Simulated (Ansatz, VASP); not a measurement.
## One calculation of SnSe2, two programs

```xyz
3
Lattice="0.0000 3.4069 3.4069 3.4069 0.0000 3.4069 3.4069 3.4069 0.0000" Properties=species:S:1:pos:R:3 pbc="T T T"
Sn    0.0000    0.0000    0.0000
Se    1.7034    1.7034    1.7034
Se    5.1103    5.1103    5.1103
```

Alike in both runs: task single point; functional PBEsol; k mesh 4 × 4 × 4; occupations methfessel-paxton of order 1, width 0.001 eV; no spin polarisation.

```csv
,VASP,Ansatz
version,VASP 6.6.1,Ansatz 0.2.0
potentials or method,"VASP PAW PBE potentials, release 64 (Sn_d, Se)",plane waves
plane-wave cutoff (eV),520,420
valence electrons in the cell,26,46
```

```tsv
	VASP	Ansatz	Ansatz less VASP
pressure (GPa)	-1.0	-1.1	-0.04
```

The two sets of potentials don't hold the same shells in valence.

Caveats: the k mesh is coarse (spacing up to 0.40 Å⁻¹), so the values aren't converged; the PAW data sets were made with another functional, which shifts forces and pressure a little (VASP).
